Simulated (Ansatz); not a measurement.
MnAs:

```
As Mn
1.0
     3.71000    0.00000    0.00000
    -1.85500    3.21295    0.00000
     0.00000    0.00000    5.69100
As Mn
2 2
Direct
  0.66667 0.33333 0.75000
  0.33333 0.66667 0.25000
  0.00000 0.00000 0.50000
  0.00000 0.00000 0.00000
```

| Property | Result |
| --- | --- |
| Program | Ansatz 0.2.0 |
| Task | relaxation of cell and atoms |
| Functional | PBEsol |
| Potentials or basis | Ansatz PAW |
| Cutoff | 420 eV (not typed: the program's choice for these potentials) |
| k mesh | 8 × 8 × 5 |
| Occupations | fermi-dirac, width 0.05 eV |
| Spin | collinear spin, ferromagnetic start |
| Starting moments | [0.0, 0.0, 4.0, 4.0] μB |
| Hubbard terms | Mn d U = 3 eV |

At the start: volume 16.96 Å³/atom.

Where does the relaxation end?

It ends after 6 steps and the volume is 18.24 Å³/atom (+7.6 %); space group P6_3/mmc (No. 194, to 0.05 Å); moment 7.98 μB per cell.

The path:
```csv
step,energy change (eV),largest force (eV/Å),volume (Å³)
1,0.0000,0.0000,67.84
2,-0.0829,0.0000,71.69
3,-0.0886,0.0000,72.89
4,-0.0886,0.0000,72.97
5,-0.0900,0.0000,72.97
6,-0.0900,0.0000,72.97
```

Final structure:
```cif
data_structure
_symmetry_space_group_name_H-M 'P 1'
_symmetry_Int_Tables_number 1
_cell_length_a 3.7823
_cell_length_b 3.7823
_cell_length_c 5.8896
_cell_angle_alpha 90.000
_cell_angle_beta 90.000
_cell_angle_gamma 120.000
_cell_volume 72.97
loop_
_atom_site_label
_atom_site_type_symbol
_atom_site_fract_x
_atom_site_fract_y
_atom_site_fract_z
_atom_site_occupancy
As1 As 0.66667 0.33333 0.75000 1
As2 As 0.33333 0.66667 0.25000 1
Mn1 Mn 0.00000 0.00000 0.50000 1
Mn2 Mn 0.00000 0.00000 0.00000 1
```

Caveat: the magnetic or orbital state may not be the lowest; the plane-wave basis is chosen anew once the cell has moved, so the energies of steps on either side of that aren't comparable; only a ferromagnetic start was run, and an antiferromagnetic order may lie lower in energy; the PAW data sets come from PBE, with cores solved anew for the run's functional, which leaves a small shift of forces and pressure; the U is typed as a test and isn't derived for this compound.
